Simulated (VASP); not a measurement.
# Re (P6_3/mmc) in VASP: relaxation of cell and atoms with PBE

Aim: the relaxation of cell and atoms of Re with PBE.

Everything below comes from runs of VASP 6.6.1. Logs are shortened: lines on timing, memory, paths and dates and some standing lists are left out, and cuts for length are marked.

## 1. Starting point

The structure is hexagonal, space group P6_3/mmc (No. 194). Conventional cell: a = 2.770 Å, b = 2.770 Å, c = 4.480 Å, α = 90.00°, β = 90.00°, γ = 120.00°. Around Re (site symmetry -6m2) lie 12 Re at 2.75 to 2.77 Å.

The cell was built by a generator and needn't be a form met in nature.

## 2. Relaxation of cell and atoms, PBE

INCAR reads:

```
SYSTEM = Re
PREC = Accurate
ENCUT = 600
EDIFF = 1E-6
ISMEAR = 1
SIGMA = 0.1
LREAL = .FALSE.
LASPH = .TRUE.
NELM = 80
ALGO = Normal
ISIF = 3
LWAVE = .FALSE.
LCHARG = .FALSE.
GGA = PE
IBRION = 2
NSW = 40
EDIFFG = -0.01
```

KPOINTS reads:

```
regular mesh
0
G
  12 12 8
  0 0 0
```

POSCAR reads:

```
Re
1.0
    2.7700000000      0.0000000000      0.0000000000
   -1.3850000000      2.3988903685      0.0000000000
    0.0000000000      0.0000000000      4.4800000000
Re
2
Direct
    0.3333333333      0.6666666667      0.2500000000
    0.6666666667      0.3333333333      0.7500000000
```

Potentials or basis: VASP PAW PBE potentials, release 64 (Re).

Command:

```console
$ cat potpaw_PBE.64/Re/POTCAR > POTCAR
$ mpirun -np 1 vasp_std > vasp.out
```

OUTCAR:

```text
SYSTEM = Re
   PREC = Accurate
   ENCUT = 600
   EDIFF = 1E-6
   ISMEAR = 1
   LREAL = .FALSE.
   LASPH = .TRUE.
   NELM = 80
   ISIF = 3
   GGA = PE
   IBRION = 2
   NSW = 40
   EDIFFG = -0.01

 ion  position               nearest neighbor table
   1  0.333  0.667  0.250-   2 2.75   2 2.75   2 2.75   2 2.75   2 2.75   2 2.75
   2  0.667  0.333  0.750-   1 2.75   1 2.75   1 2.75   1 2.75   1 2.75   1 2.75

  LATTYP: Found a hexagonal cell.
 ALAT       =     2.7700000000
 C/A-ratio  =     1.6173285199

  Lattice vectors:

 A1 = (   2.7700000000,   0.0000000000,   0.0000000000)
 A2 = (  -1.3850000000,   2.3988903685,   0.0000000000)
 A3 = (   0.0000000000,   0.0000000000,   4.4800000000)

Analysis of symmetry for initial positions (statically):
=====================================================================
 Subroutine PRICEL returns:
 Original cell was already a primitive cell.

 Routine SETGRP: Setting up the symmetry group for a
 hexagonal supercell.

 Subroutine GETGRP returns: Found 24 space group operations
 (whereof 12 operations were pure point group operations)
 out of a pool of 24 trial point group operations.

The static configuration has the point symmetry D_3d.
 The point group associated with its full space group is D_6h.

Analysis of symmetry for dynamics (positions and initial velocities):
=====================================================================
 Subroutine PRICEL returns:
 Original cell was already a primitive cell.

 Routine SETGRP: Setting up the symmetry group for a
 hexagonal supercell.

 Subroutine GETGRP returns: Found 24 space group operations
 (whereof 12 operations were pure point group operations)
 out of a pool of 24 trial point group operations.

The dynamic configuration has the point symmetry D_3d.
 The point group associated with its full space group is D_6h.

 Subroutine INISYM returns: Found 24 space group operations
 (whereof 12 operations are pure point group operations),
 and found     1 'primitive' translations

----------------------------------------------------------------------------------------

                                     Primitive cell

  volume of cell :      29.7693

  direct lattice vectors                    reciprocal lattice vectors
     2.770000000  0.000000000  0.000000000     0.361010830  0.208429700  0.000000000
    -1.385000000  2.398890369  0.000000000     0.000000000  0.416859400  0.000000000
     0.000000000  0.000000000  4.480000000     0.000000000  0.000000000  0.223214286

  length of vectors
     2.770000000  2.770000000  4.480000000     0.416859400  0.416859400  0.223214286

  position of ions in fractional coordinates (direct lattice)
     0.333333333  0.666666667  0.250000000
     0.666666667  0.333333333  0.750000000

  ion indices of the primitive-cell ions
   primitive index   ion index
                 1           1
                 2           2

----------------------------------------------------------------------------------------

 KPOINTS: regular mesh

Automatic generation of k-mesh.
 Grid dimensions read from file:
 generate k-points for:   12   12    8

 Generating k-lattice:

  Cartesian coordinates                     Fractional coordinates (reciprocal lattice)
     0.030084236  0.017369142  0.000000000     0.083333333 -0.000000000  0.000000000
     0.000000000  0.034738283  0.000000000     0.000000000  0.083333333  0.000000000
     0.000000000  0.000000000  0.027901786     0.000000000  0.000000000  0.125000000

  Length of vectors
     0.034738283  0.034738283  0.027901786

  Shift w.r.t. Gamma in fractional coordinates (k-lattice)
     0.000000000  0.000000000  0.000000000

 Subroutine IBZKPT returns following result:
 ===========================================

 Found     95 irreducible k-points:

 Following reciprocal coordinates:
            Coordinates               Weight
  0.000000  0.000000  0.000000      1.000000
  0.083333  0.000000  0.000000      6.000000
  0.166667  0.000000  0.000000      6.000000
  0.250000  0.000000  0.000000      6.000000
  0.333333  0.000000  0.000000      6.000000
  0.416667  0.000000  0.000000      6.000000
[... 16 lines left out ...]
  0.250000  0.000000  0.125000     12.000000
  0.333333  0.000000  0.125000     12.000000
 [... further k-points ...]
   k-points           NKPTS =     95   k-points in BZ     NKDIM =     95   number of bands    NBANDS=     11
   number of dos      NEDOS =    301   number of ions     NIONS =      2
   total plane-waves  NPLWV =  20736
   dimension x,y,z NGX =    24 NGY =   24 NGZ =   36
   dimension x,y,z NGXF=    48 NGYF=   48 NGZF=   72
   ions per type =               2
   NGX,Y,Z   is equivalent  to a cutoff of  14.40, 14.40, 13.36 a.u.
   NGXF,Y,Z  is equivalent  to a cutoff of  28.81, 28.81, 26.72 a.u.
 SYSTEM =  Re
   PREC   = accura    normal or accurate (medium, high low for compatibility)
   ISTART =      0    job   : 0-new  1-cont  2-samecut
   ICHARG =      2    charge: 1-file 2-atom 10-const
   ISPIN  =      1    spin polarized calculation?
   LNONCOLLINEAR =      F non collinear calculations
   LSORBIT =      F    spin-orbit coupling
   LASPH  =      T    aspherical Exc in radial PAW
   ENCUT  =  600.0 eV  44.10 Ry    6.64 a.u.   5.53  5.53  8.95*2*pi/ulx,y,z
   NELM   =     80;   NELMIN=  2; NELMDL= -5     # of ELM steps
   EDIFF  = 0.1E-05   stopping-criterion for ELM
   LREAL  =      F    real-space projection
   EDIFFG = -.1E-01   stopping-criterion for IOM
   NSW    =     40    number of steps for IOM
   IBRION =      2    ionic relax: 0-MD 1-quasi-New 2-CG
   NFREE  =      1    steps in history (QN), initial steepest desc. (CG)
   ISIF   =      3    stress and relaxation
   ISYM   =      2    0-nonsym 1-usesym 2-fastsym
   POTIM  = 0.5000    time-step for ionic-motion
   TEBEG  =    0.0;   TEEND  =   0.0 temperature during run
   PSTRESS=    0.0 pullay stress
   NELECT =      14.0000    total number of electrons
   NUPDOWN=      -1.0000    fix difference up-down
   EMIN   =  10.00;   EMAX   =-10.00  energy-range for DOS
   EFERMI =   0.00;   METHOD = LEGACY
   ISMEAR =     1;   SIGMA  =   0.10  broadening in eV -4-tet -1-fermi 0-gaus
   EFERMI_NEDOS =   21; number of points for ismear=-14 and -15
   IALGO  =     38    algorithm
   IMIX   =      4    mixing-type and parameters
     AMIX     =   0.40;   BMIX     =  1.00
     AMIX_MAG =   1.60;   BMIX_MAG =  1.00
  volume/ion in A,a.u.               =      14.88       100.45
  Fermi-wavevector in a.u.,A,eV,Ry     =   1.273097  2.405804 22.051991  1.620776
  Thomas-Fermi vector in A             =   2.405939
   LORBIT       =      0    0 simple, 1 ext, 2 COOP (PROOUT), +10 PAW based schemes
   GGA     = PE    functional components
   LHFCALC =     F    Hartree Fock is set to
   AEXX    =    0.0000 exact exchange contribution
   IVDW    =     0    specifies the selected vdW correction
   LEPSILON=     F    determine dielectric tensor
   LRPA    =     F    only Hartree local field effects (RPA)
 conjugate gradient relaxation of ions
 non-spin polarized calculation
 Methfessel and Paxton  Order N= 1 SIGMA  =   0.10
  energy-cutoff  :      600.00
  volume of cell :       29.77
 maximum number of plane-waves:      1017
 NGX is ok and might be reduce to    24
   NGX = 11   NGY = 11   NGZ = 17

--------------------------------------- Ionic step        1  -------------------------------------------

 number of electron      14.0000000 magnetization

 Free energy of the ion-electron system (eV)
  ---------------------------------------------------
  ext. energy  EPLUGINS =         0.00000000
  ---------------------------------------------------
  free energy    TOTEN  =       -24.85976338 eV

  energy without entropy =      -24.86064500  energy(sigma->0) =      -24.86005725

------------------------ aborting loop because EDIFF is reached ----------------------------------------

  FORCE on cell =-STRESS in cart. coord.  units (eV):
  Direction    XX          YY          ZZ          XY          YZ          ZX
  --------------------------------------------------------------------------------------
  -------------------------------------------------------------------------------------
  Total        0.2191271      0.2191271      0.2107581      0.0000000      0.0000000     -0.0000000
  in kB       11.7933872     11.7933872     11.3429692      0.0000000      0.0000000     -0.0000000
  external PRESSURE =      11.6432479 kB  Pullay stress =       0.0000000 kB
[... 57 lines left out ...]
  energy  without entropy=      -24.8555271218  energy(sigma->0) =      -24.85493312

--------------------------------------- Ionic step        3  -------------------------------------------

 number of electron      14.0000000 magnetization

 Free energy of the ion-electron system (eV)
  ---------------------------------------------------
  ext. energy  EPLUGINS =         0.00000000
  ---------------------------------------------------
  free energy    TOTEN  =       -24.86008889 eV

  energy without entropy =      -24.86097274  energy(sigma->0) =      -24.86038350

 E-fermi :   7.6813     XC(G=0): -13.6499

 val. band max:        7.6670201339   @ k =   0.3333   0.3333   0.0000
 cond. band min:       7.6967288694   @ k =   0.0833   0.0000   0.0000
 fundamental gap:      0.0297087355
 Fermi energy:         7.6813380073

 k-point     1 :       0.0000    0.0000    0.0000
  band No.  band energies     occupation
      1      -2.0597      2.00000
      2       1.1878      2.00000
      3       6.1464      2.00000
      4       6.1677      2.00000
      5       6.1677      2.00000
      6       6.9803      2.00000
      7       6.9803      2.00000
      8       7.9058     -0.00672
      9       7.9058     -0.00672
     10       8.2776     -0.00000
     11      11.0032      0.00000
[... 309 lines left out ...]
 k-point    24 :       0.3333    0.0000    0.1250
  band No.  band energies     occupation
      1       1.1425      2.00000
      2       2.4513      2.00000
      3       3.4905      2.00000
      4       4.8204      2.00000
      5       6.1841      2.00000
      6       6.3447      2.00000
      7       6.9734      2.00000
      8       9.7516      0.00000
      9       9.7937      0.00000
     10      10.1163      0.00000
     11      11.7345      0.00000

 [... further k-points ...]
[... 5 lines left out ...]
  --------------------------------------------------------------------------------------
  -------------------------------------------------------------------------------------
  Total        0.0041173      0.0041173     -0.0005902      0.0000000      0.0000000     -0.0000000
  in kB        0.2209131      0.2209131     -0.0316650      0.0000000      0.0000000     -0.0000000
  external PRESSURE =       0.1367204 kB  Pullay stress =       0.0000000 kB
[... 17 lines left out ...]
  FREE ENERGIE OF THE ION-ELECTRON SYSTEM (eV)
  ---------------------------------------------------
  free  energy   TOTEN  =       -24.8600888864 eV

  energy  without entropy=      -24.8609727372  energy(sigma->0) =      -24.86038350

 reached required accuracy - stopping structural energy minimisation
```

Wall time 72 s (1 thread of Intel Xeon Platinum 8488C (Sapphire Rapids), shared host); peak memory 0.19 GiB.

What came out:

- Free energy: -24.8601 eV
- Relaxed volume: 14.93 Å³/atom
- Relaxed cell: a = 2.773 Å, b = 2.773 Å, c = 4.484 Å, α = 90.00°, β = 90.00°, γ = 120.00°
- Space group after relaxing (to 0.05 Å): P6_3/mmc (No. 194)
- Energy gained by relaxing: 0.2 meV/atom
- Ionic steps: 3
- Pressure after relaxing: 0.0 GPa
- Band gap on the k mesh: none (metal or under the smearing width)

Step by step:
| step | energy change (eV) | largest force (eV/Å) | pressure (GPa) | volume (Å³) |
| --- | --- | --- | --- | --- |
| 1 | 0.0000 | 0.0000 | 1.16 | 29.77 |
| 2 | 0.0051 | 0.0000 | -4.55 | 30.24 |
| 3 | -0.0003 | 0.0000 | 0.01 | 29.86 |

Final structure:
```
CELL_PARAMETERS angstrom
2.77287 0.00000 0.00000
-1.38643 2.40137 0.00000
0.00000 0.00000 4.48446
ATOMIC_POSITIONS crystal
Re 0.33333 0.66667 0.25000
Re 0.66667 0.33333 0.75000
```
